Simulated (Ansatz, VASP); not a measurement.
# One calculation of Mg, two programs

File INCAR:

```
SYSTEM = Mg
ALGO = Normal
EDIFF = 1E-6
ENCUT = 520
GGA = CA
ISIF = 2
ISMEAR = 0
LASPH = .TRUE.
LCHARG = .FALSE.
LREAL = .FALSE.
LWAVE = .FALSE.
NBANDS = 7
NELM = 80
PREC = Accurate
SIGMA = 0.05
```

Contents of KPOINTS:

```
k-points
0
G
  14 14 14
  0 0 0
```

Contents of POSCAR:

```
Mg
1.0
    0.0000000000      2.2442560000      2.2442560000
    2.2442560000      0.0000000000      2.2442560000
    2.2442560000      2.2442560000      0.0000000000
Mg
1
Direct
    0.0000000000      0.0000000000      0.0000000000
```

Input for Ansatz:

```yaml
crystal:
  lattice:
    - [0.0, 2.244256, 2.244256]
    - [2.244256, 0.0, 2.244256]
    - [2.244256, 2.244256, 0.0]
  atoms:
    - { symbol: Mg, position: [0.0, 0.0, 0.0] }
basis:
  ecutwfc: 420
  fft_grid_basis: typed
kpoints:
  mp_grid: { grid: [14, 14, 14] }
hamiltonian:
  xc: lda
  pseudopotentials: { kind: paw }
scf:
  occupations: { method: gaussian, width: 0.05 }
output:
  forces: true
  stress: true
  eigenvalues: true
  bader: true
  write_density: true
  volumetric_format: npy
```

This isn't the form of Mg at room conditions, which is hcp.

Alike in both runs: task single point; functional LDA; k mesh 14 × 14 × 14; occupations gaussian, width 0.05 eV; no spin polarisation.

|  | VASP | Ansatz |
| --- | --- | --- |
| version | VASP 6.6.1 | Ansatz 0.2.0 |
| potentials or method | VASP PAW LDA potentials, release 64 (Mg) | scalar-relativistic, plane waves, PAW |
| plane-wave cutoff (eV) | 520 | 420 |
| valence electrons in the cell | 2 | 10 |

Ansatz gave:

- gap on the k mesh at the Fermi level (eV): none
- pressure (GPa): -1.3

**Question.** What did VASP give for the same quantities?

**Answer.** gap on the k mesh at the Fermi level (eV): none; pressure (GPa): -1.6.

A gap of «none» marks a metal or a gap that the smearing closes. The two sets of potentials don't hold the same shells in valence.
